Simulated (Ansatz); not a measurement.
Input:

```
CELL_PARAMETERS angstrom
     -0.04094     3.07852     3.07852
      3.07852    -0.04094     3.07852
      3.03758     3.03758     0.00000
ATOMIC_POSITIONS crystal
  Sb 0.74794 0.74794 0.75206
  Al 0.00206 0.00206 0.99794
```

No spin polarisation.

All numbers come from PBEsol (Ansatz, a quantum-chemistry and plane-wave program; PAW; 420 eV plane waves; no spin-orbit coupling). Γ-centred 13×13×13 mesh, Fermi–Dirac width 0.05 eV.

**Question.** Predict the band gap and valence-band top at Γ.

**Answer.** 
* **Band gap**: 0.95 eV
* **Valence-band top at Γ (three highest levels, from the VBM)**: 0.00, -0.12, -0.22 eV

With Sb present, leaving out spin-orbit coupling can change the band edges. The cells carry an imposed strain or load. Stability against distortions was not tested. The cell was made from AlSb in the zinc blende structure (space group F-43m, No. 216) by this change: tensor shear ε_xy = −1.33 %.
